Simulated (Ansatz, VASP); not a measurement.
# BN: VASP beside Ansatz

```
B N
1.0
     2.41600    0.00000    0.00000
    -1.20800    2.09232    0.00000
     0.00000    0.00000   26.00000
B N
1 1
Direct
  0.00000 0.00000 0.51923
  0.66667 0.33333 0.48077
```

Alike in both runs: task single point; functional PBE; dispersion D3(BJ); k mesh 12 × 12 × 1; occupations gaussian, width 0.02 eV; no spin polarisation.

```csv
,VASP,Ansatz
version,VASP 6.6.1,Ansatz 0.2.0
potentials or method,"VASP PAW PBE potentials, release 64 (B, N)","scalar-relativistic, plane waves, PAW"
plane-wave cutoff (eV),520,420
valence electrons in the cell,8,8
```

VASP gave:

* gap on the k mesh at the Fermi level (eV): none
* rms of the force components (eV/Å): 4.134
* work function, face that differs most (eV): 4.76

What did Ansatz give for the same quantities?

gap on the k mesh at the Fermi level (eV): none; rms of the force components (eV/Å): 4.126; work function, face that differs most (eV): 4.76.

Atom by atom the forces differ by 0.008 eV/Å (rms over components). A gap of «none» marks a metal or a gap that the smearing closes.
